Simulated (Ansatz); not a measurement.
The system is CoO.

```
Co O
1.0
    -1.41423    2.44951    2.72172
     2.82845    0.00000    2.72172
     1.41422    2.44951    0.00000
Co O
2 2
Direct
  0.25000 0.25000 0.75000
  0.75000 0.75000 0.25000
  0.83333 0.16667 0.50000
  0.33333 0.66667 0.00000
```

The cell was built by a generator and needn't be a form met in nature.

The cell isn't the ideal one: another cell of the same crystal, with 4 atoms.

Alike in all runs: program Ansatz 0.2.0; functional PBE; potentials or basis Ansatz PAW; cutoff 420 eV (not typed: the program's choice for these potentials); k mesh 8 × 8 × 8; occupations fermi-dirac, width 0.05 eV.

The same cell was started in several ways:

| start | free energy over the lowest (meV/atom) | net moment (μB) | site or absolute moments (μB) | gap |
| --- | --- | --- | --- | --- |
| collinear spin, antiferromagnetic start of up to 3.5 μB | 28.3 | 0.00 | Co +2.29, -2.29; O -0.00 | none (metal or under the smearing width) |
| collinear spin, ferromagnetic start of up to 2 μB | 0.0 | 6.00 | Co +2.50; O +0.42 | none (metal or under the smearing width) |
| no spin polarisation | 296.6 | - | - | none (metal or under the smearing width) |

The spin-polarised runs without a constraint all converged, yet they end up to 28 meV/atom apart: a converged run can sit in a state that isn't the lowest. Allowing spin polarisation gains 297 meV/atom. A still lower state may exist.

Caveats: semilocal functionals often make such compounds metallic where correlation or magnetic order opens a gap, which also shifts bond lengths.
